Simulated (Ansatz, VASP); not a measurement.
Nb: VASP beside Ansatz

```
Nb
1.0
     0.00000    2.08656    2.08656
     2.08656    0.00000    2.08656
     2.08656    2.08656    0.00000
Nb
1
Direct
  0.00000 0.00000 0.00000
```

The cell was built by a generator and needn't be a form met in nature.

Alike in both runs: functional PBEsol; k mesh 13 × 13 × 13; occupations fermi-dirac, width 0.1 eV; no spin polarisation.

Ansatz relaxed the structure, and its values are those at the end. VASP's run is a single point on that final structure, the one shown.

```csv
,VASP,Ansatz
version,VASP 6.6.1,Ansatz 0.2.0
potentials or method,"VASP PAW PBE potentials, release 64 (Nb_sv)","plane waves (420 eV) with PAW, scalar-relativistic"
plane-wave cutoff (eV),520,420
valence electrons in the cell,13,13
```

Ansatz gave:

| Item | Value |
| --- | --- |
| pressure (GPa) | 0.0 |

What did VASP give for the same quantities?

Pressure (GPa): -0.3.

With one functional, cell and mesh, what is left measures potentials, basis and numerics. Ansatz warned: «pseudo_functional_mismatch».

Caveats: the PAW data sets were made with another functional, which shifts forces and pressure a little (VASP).
